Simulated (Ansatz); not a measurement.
Runs of Ansatz 0.2.0 on Ni. Symmetry: Fm-3m, No. 225, cubic system. The conventional cell has a = 3.475 Å, b = 3.475 Å, c = 3.475 Å, α = 90.00°, β = 90.00°, γ = 90.00°. Around Ni (site symmetry m-3m) lie 12 Ni at 2.46 Å. 

```csv
task,level,cell,k mesh,points for each segment of the path,mesh quality,gap on the mesh (eV),pressure (GPa),moment (μB),relaxed volume (Å³/atom)
single point,B3LYP,as given,7 × 7 × 7,-,coarse,none,(c),0.85,-
relaxation of cell and atoms,RPBE,relaxed,13 × 13 × 13,-,not flagged,none,0.0,0.64,11.20
relaxation of cell and atoms,BLYP,relaxed,13 × 13 × 13,-,not flagged,none,0.0,0.62,11.44
band structure,revPBE,as given,13 × 13 × 13,14,not flagged,none,(a),0.63,-
band structure,BLYP,as given,13 × 13 × 13,14,not flagged,none,(b),0.62,-
```

Alike in all rows: potentials or basis Ansatz PAW; spin collinear, ferromagnetic start; cutoff (eV) 420; smearing fermi-dirac 0.05 eV.

Fill in the values left out.

(a) 12.3; (b) 18.2; (c) 13.2.

Caveats: some runs use coarse meshes; the PAW data sets come from PBE, with cores solved anew for the run's functional, which leaves a small shift of forces and pressure; the plane-wave basis is chosen anew once the cell has moved, so the energies of steps on either side of that aren't comparable (some runs); the magnetic or orbital state may not be the lowest (some runs); the thresholds are loose for stress (some runs); so large a pressure means that the cell lies far from this level's equilibrium, or that cutoff or potentials fall short (some runs).

A gap of «none» marks a metal or a gap under the smearing width.

Runs at the PBE level aren't shown here.
